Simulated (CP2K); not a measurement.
Runs of CP2K 2026.2 on Se. It takes space group P3_121 (No. 152, trigonal). Conventional cell: a = 4.366 Å, b = 4.366 Å, c = 4.954 Å, α = 90.00°, β = 90.00°, γ = 120.00°. Se (site symmetry 2) has 2 Se at 2.37 Å as nearest neighbours. 

```tsv
level	potentials or basis	spin	potentials	soc after scf	k points reduced by the point group	gap on the mesh (eV)	pressure (GPa)	largest force (eV/Å)
HLE16	GTH_SOC_POTENTIALS Se GTH-PBE-q6; DZVP-MOLOPT-SR-GTH basis	SOC, no magnetisation	Se GTH-PBE-q6 of GTH_SOC_POTENTIALS	yes	-	-	-3.3	1.64
PBE	GTH_POTENTIALS Se GTH-PBE-q6; DZVP-MOLOPT-SR-GTH basis	off	Se GTH-PBE-q6 of GTH_POTENTIALS	-	yes	1.21	3.6	0.61
PBE	GTH_SOC_POTENTIALS Se GTH-PBE-q6; DZVP-MOLOPT-SR-GTH basis	SOC, no magnetisation	Se GTH-PBE-q6 of GTH_SOC_POTENTIALS	yes	-	-	3.6	0.61
HLE16	GTH_POTENTIALS Se GTH-PBE-q6; DZVP-MOLOPT-SR-GTH basis	off	Se GTH-PBE-q6 of GTH_POTENTIALS	-	yes	(a)	-3.3	1.64
```

Alike in all rows: task band structure; cell as given; k mesh 7 × 7 × 6; smearing fermi-dirac 0.05 eV.

Task: Fill in the values left out.

Result: (a) 1.45.

Caveats: the basis of atomic orbitals isn't converged, which shifts pressures, moduli and gaps; the potentials were made for a functional far from this one (some runs); the potentials were made for another functional, which shifts forces and pressure (some runs); the mesh misses the band edges, which the band path finds closer together (some runs).

A k mesh can miss the band edges, and rows without SOC leave out spin-orbit coupling on Se.
